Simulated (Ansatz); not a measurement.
## Energy landscape near a Pb structure

All numbers below come from DFT PBE, scalar-relativistic, plane waves, PAW in Ansatz.

Settings: cutoff 420 eV, Γ-centred mesh 12×12×6 on the computed 2-atom cell, Gaussian smearing of 0.10 eV; no spin polarisation.

Reference cell:

```
CELL_PARAMETERS angstrom
3.03861 -1.75032 0.00000
3.03861 1.75032 0.00000
-2.11546 0.00000 6.09522
ATOMIC_POSITIONS crystal
Pb 0.09149 0.09149 0.27371
Pb 0.90851 0.90851 0.72629
```

Each variant moves atoms of this cell by the vectors given, if any (Å), and then applies a symmetric strain (tensor components, Cartesian axes). The reference cell isn't relaxed at this level. Energies are per atom at zero smearing, counted from the lowest variant. Pressure is positive in compression.

1. strain (xx yy zz yz xz xy, %) 0.09 1.61 0.12 -0.13 0.03 -0.88; moves: Pb1 (-0.021, 0.005, 0.056); Pb2 (0.021, -0.005, -0.056)
2. strain (xx yy zz yz xz xy, %) -0.19 0.67 0.03 0.42 0.27 -0.26; moves: Pb1 (-0.099, 0.004, 0.013); Pb2 (0.099, -0.004, -0.013)
3. strain (xx yy zz yz xz xy, %) 1.18 0.29 0.58 -0.09 -0.28 -0.40; moves: Pb1 (0.041, 0.028, 0.087); Pb2 (-0.041, -0.028, -0.087)

```csv
result,ΔE (meV/atom),P (GPa),largest force (eV/Å)
A,16.4,1.47,0.46
B,3.7,1.01,0.27
C,0.0,0.98,0.13
```

**Question.** Which variant gave which result?

**Answer.** A is 3, B is 1, C is 2.

Spin–orbit coupling is left out, which can shift energies with elements as heavy as these.

This form isn't the element's structure at ambient conditions.